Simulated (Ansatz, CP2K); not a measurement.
This is a calculation of Sb for CP2K 2026.2. This isn't the form of Sb at room conditions, which is rhombohedral.

The input sb_scf.inp:

```
&GLOBAL
  PROJECT sb_scf
  RUN_TYPE ENERGY_FORCE
  PRINT_LEVEL LOW
&END GLOBAL
&FORCE_EVAL
  METHOD QS
  STRESS_TENSOR ANALYTICAL
  &DFT
    BASIS_SET_FILE_NAME BASIS_MOLOPT_UZH
    POTENTIAL_FILE_NAME GTH_POTENTIALS
    &MGRID
      CUTOFF 450
      REL_CUTOFF 60
      NGRIDS 5
    &END MGRID
    &QS
      METHOD GPW
      EPS_DEFAULT 1.0E-10
    &END QS
    &KPOINTS
      SCHEME MONKHORST-PACK 9 9 5
      GAMMA_CENTERED T
      SYMMETRY T
      SYMMETRY_BACKEND SPGLIB
    &END KPOINTS
    &SCF
      SCF_GUESS ATOMIC
      EPS_SCF 1.0E-6
      MAX_SCF 100
      ADDED_MOS 10
      CHOLESKY OFF
      EPS_EIGVAL 1.0E-7
      &DIAGONALIZATION ON
        ALGORITHM STANDARD
      &END DIAGONALIZATION
      &MIXING ON
        METHOD BROYDEN_MIXING
        ALPHA 0.4
        BETA 1.5
        NBUFFER 8
      &END MIXING
      &SMEAR ON
        METHOD GAUSSIAN
        SIGMA [eV] 0.05
      &END SMEAR
    &END SCF
    &XC
      &XC_FUNCTIONAL
        &LDA_X
        &END LDA_X
        &LDA_C_PW
        &END LDA_C_PW
      &END XC_FUNCTIONAL
    &END XC
    &PRINT
      &KPOINTS ON
      &END KPOINTS
      &MULLIKEN ON
      &END MULLIKEN
      &MO ON
        ENERGIES T
        OCCUPATION_NUMBERS T
        &EACH
          QS_SCF 0
        &END EACH
        ADD_LAST NUMERIC
      &END MO
      &LOWDIN ON
      &END LOWDIN
      &HIRSHFELD ON
        SHAPE_FUNCTION DENSITY
      &END HIRSHFELD
    &END PRINT
  &END DFT
  &SUBSYS
    &CELL
      ABC 3.3545324186 3.3545324186 5.4701606500
      ALPHA_BETA_GAMMA 90.0000000000 90.0000000000 120.0000000002
      PERIODIC XYZ
    &END CELL
    &COORD
      Sb  1.6772662095 0.9683700973 4.1026204875
      Sb  -0.0000000002 1.9367401950 1.3675401625
    &END COORD
    &KIND Sb
      BASIS_SET TZVP-MOLOPT-PBE-GTH-q5
      POTENTIAL GTH-PADE-q5
    &END KIND
    &PRINT
      &ATOMIC_COORDINATES ON
      &END ATOMIC_COORDINATES
      &CELL ON
      &END CELL
    &END PRINT
  &END SUBSYS
  &PRINT
    &FORCES ON
    &END FORCES
    &STRESS_TENSOR ON
    &END STRESS_TENSOR
  &END PRINT
&END FORCE_EVAL
```

Potentials or basis: GTH_POTENTIALS Sb GTH-PADE-q5; TZVP-MOLOPT-PBE-GTH basis.

Launch:

```bash
$ OMP_NUM_THREADS=1 cp2k.psmp -i sb_scf.inp -o sb_scf.out
```

Problem. Set up the same calculation for Ansatz 0.2.0. Potentials or basis there: all-electron LAPW, scalar-relativistic.

Solution. As run (cutoffs and basis follow the program's own potentials, and thresholds, step limits or extra output files can differ):

input.yaml

```yaml
crystal:
  lattice:
    - [3.3545324186, 0.0, 0.0]
    - [-1.6772662093, 2.9051102923, 0.0]
    - [0.0, 0.0, 5.47016065]
  atoms:
    - { symbol: Sb, position: [0.6666666667, 0.3333333333, 0.75] }
    - { symbol: Sb, position: [0.3333333333, 0.6666666667, 0.25] }
kpoints:
  mp_grid: { grid: [9, 9, 5] }
scf:
  occupations: { method: gaussian, width: 0.05 }
hamiltonian:
  xc: lda
  pseudopotentials: { kind: all_electron, lapw: { basis_error: 0.001 } }
output:
  forces: true
  stress: true
  eigenvalues: true
```

Potentials or basis: all-electron LAPW, scalar-relativistic.

Command:

```console
$ ansatz run input.yaml --threads 1 --pin off --max-ram 3072MiB --backend cpu --events-out ev --progress --plain --runs-dir out
```

Both were run:

|  | CP2K | Ansatz |
| --- | --- | --- |
| Pressure | -1.5 GPa | -2.6 GPa |

Where Ansatz's input types no cutoff or centring, it takes its own default and a Γ-centred mesh.

The two programs' LDA may be different fits to the electron gas.

Pressure is positive in compression.
